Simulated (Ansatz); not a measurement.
Wanted: the native input for an Ansatz 0.2.0 run.

- Task: band structure
- Functional: BLYP
- Potentials or basis: all-electron LAPW, scalar-relativistic
- Cutoff: 283 eV (chosen from the basis error)
- Basis error allowed: 0.001 eV/atom
- k mesh: 8 × 8 × 8
- Occupations: fermi-dirac, width 0.05 eV
- Spin: no spin polarisation

The system is InAs.

```
In As
1.0
     0.00000    3.01800    3.01800
     3.01800    0.00000    3.01800
     3.01800    3.01800    0.00000
In As
1 1
Direct
  0.00000 0.00000 0.00000
  0.75000 0.75000 0.75000
```

One way to write it, as run:

input.yaml

```yaml
crystal:
  lattice:
    - [0.0, 3.018, 3.018]
    - [3.018, 0.0, 3.018]
    - [3.018, 3.018, 0.0]
  atoms:
    - { symbol: In, position: [0.0, 0.0, 0.0] }
    - { symbol: As, position: [0.75, 0.75, 0.75] }
kpoints:
  mp_grid: { grid: [8, 8, 8] }
  band_path:
    path:
      - [0.0, 0.0, 0.0]
      - [0.5, 0.0, 0.5]
      - [0.5, 0.25, 0.75]
      - [0.375, 0.375, 0.75]
      - [0.0, 0.0, 0.0]
      - [0.5, 0.5, 0.5]
      - [0.625, 0.25, 0.625]
      - [0.5, 0.25, 0.75]
    npoints: 6
scf:
  occupations: { method: fermi_dirac, width: 0.05 }
hamiltonian:
  xc: blyp
  pseudopotentials: { kind: all_electron, lapw: { basis_error: 0.001 } }
output:
  forces: true
  stress: true
  eigenvalues: true
```

Potentials or basis: all-electron LAPW, scalar-relativistic.

Run with:

```console
$ ansatz run input.yaml --threads 1 --pin off --max-ram 3072MiB --backend cpu --events-out ev --progress --plain --runs-dir out
```

It gave:

```yaml
Pressure: 7.5 GPa
Band_gap_along_the_path: none (metal or under the smearing width)
```

Caveat: spin-orbit coupling is left out, which moves the levels of the heavy elements.

Run time: 21 s on 1 thread of Arm Neoverse V1 (shared host), peak memory 0.3 GiB.
